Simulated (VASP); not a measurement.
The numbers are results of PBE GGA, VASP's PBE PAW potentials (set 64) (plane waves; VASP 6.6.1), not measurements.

Input for VASP

POSCAR:
```
SrF2
1.0
  0.0000000000   2.9333246790   2.9333246790
  2.9333246790   0.0000000000   2.9333246790
  2.9333246790   2.9333246790   0.0000000000
Sr F
1 2
direct
  0.0000000000   1.0000000000   0.0000000000
  0.2500000000   0.2500000000   0.2500000000
  0.7500000000   0.7500000000   0.7500000000
```

**INCAR**
```
! general
SYSTEM =SrF2
PREC   =Accurate
ENCUT  =520
LREAL  =.FALSE.
LASPH  =.TRUE.   ! aspherical one-centre terms

! electronic loop
EDIFF  =1E-6   ! SCF stop (eV)
NELM   =100   ! most electronic steps
ALGO   =Normal   ! blocked Davidson
LMAXMIX=4   ! l cut-off of mixed one-centre charges

! smearing
ISMEAR =0
SIGMA  =0.05   ! width (eV)

! functional
GGA    =PE

! ions
IBRION =2   ! conjugate gradients
NSW    =60
ISIF   =3   ! ions, shape and volume
EDIFFG =-0.02   ! ionic stop

! output
LWAVE  =.FALSE.
LCHARG =.FALSE.
```

**KPOINTS**
```
K-points
0
Gamma
  6 6 6
0 0 0
```

POTCAR, in this order: Sr_sv F (PBE.64 set). Program: vasp_std.

What VASP printed:

### OSZICAR
```
       N       E                     dE             d eps       ncg     rms          rms(c)
DAV:   1     0.145324295108E+03    0.14532E+03   -0.14233E+04   512   0.147E+03
DAV:   2    -0.126788117583E+02   -0.15800E+03   -0.15607E+03   640   0.309E+02
DAV:   3    -0.184189385619E+02   -0.57401E+01   -0.57337E+01   720   0.621E+01
DAV:   4    -0.186281058166E+02   -0.20917E+00   -0.20914E+00   720   0.891E+00
DAV:   5    -0.186321186300E+02   -0.40128E-02   -0.40128E-02   696   0.105E+00    0.146E+01
DAV:   6    -0.170457119361E+02    0.15864E+01   -0.84730E+00   512   0.201E+01    0.124E+01
DAV:   7    -0.170437405224E+02    0.19714E-02   -0.22031E-01   712   0.410E+00    0.654E+00
DAV:   8    -0.170633785556E+02   -0.19638E-01   -0.41416E-02   640   0.254E+00    0.541E-01
DAV:   9    -0.170708980339E+02   -0.75195E-02   -0.10581E-02   656   0.728E-01    0.352E-01
DAV:  10    -0.170723359312E+02   -0.14379E-02   -0.13372E-03   560   0.280E-01    0.930E-02
DAV:  11    -0.170725321536E+02   -0.19622E-03   -0.17747E-04   592   0.918E-02    0.197E-02
DAV:  12    -0.170725539866E+02   -0.21833E-04   -0.33430E-05   640   0.394E-02    0.210E-02
DAV:  13    -0.170725537857E+02    0.20085E-06   -0.26432E-06   608   0.133E-02
   1 F= -.17072554E+02 E0= -.17072554E+02  d E =-.170726E+02
```

**OUTCAR**
```
------------------------ aborting loop because EDIFF is reached ----------------------------------------
  FORCE on cell =-STRESS in cart. coord.  units (eV):
  Direction    XX          YY          ZZ          XY          YZ          ZX
  --------------------------------------------------------------------------------------
  Total       -0.0185511     -0.0185511     -0.0185511      0.0000000     -0.0000000      0.0000000
  in kB       -0.5888022     -0.5888022     -0.5888022      0.0000000     -0.0000000      0.0000000
  external PRESSURE =      -0.5888022 kB  Pullay stress =       0.0000000 kB
  volume of cell :       50.48
      direct lattice vectors                 reciprocal lattice vectors
     0.000000000  2.933324679  2.933324679    -0.170455048  0.170455048  0.170455048
     2.933324679  0.000000000  2.933324679     0.170455048 -0.170455048  0.170455048
     2.933324679  2.933324679  0.000000000     0.170455048  0.170455048 -0.170455048
 POSITION                                       TOTAL-FORCE (eV/Angst)
 -----------------------------------------------------------------------------------
      0.00000      0.00000      0.00000         0.000000      0.000000      0.000000
      1.46666      1.46666      1.46666         0.000000      0.000000      0.000000
      4.39999      4.39999      4.39999        -0.000000     -0.000000     -0.000000
 -----------------------------------------------------------------------------------
    total drift:                               -0.000000     -0.000000      0.000000
  FREE ENERGIE OF THE ION-ELECTRON SYSTEM (eV)
  ---------------------------------------------------
  free  energy   TOTEN  =       -17.0725537857 eV

  energy  without entropy=      -17.0725537857  energy(sigma->0) =      -17.07255379

 reached required accuracy - stopping structural energy minimisation
```
(Selected blocks of OUTCAR.)

The compound is SrF2 in the fluorite structure. It was relaxed first. The start is the result of an earlier pass.
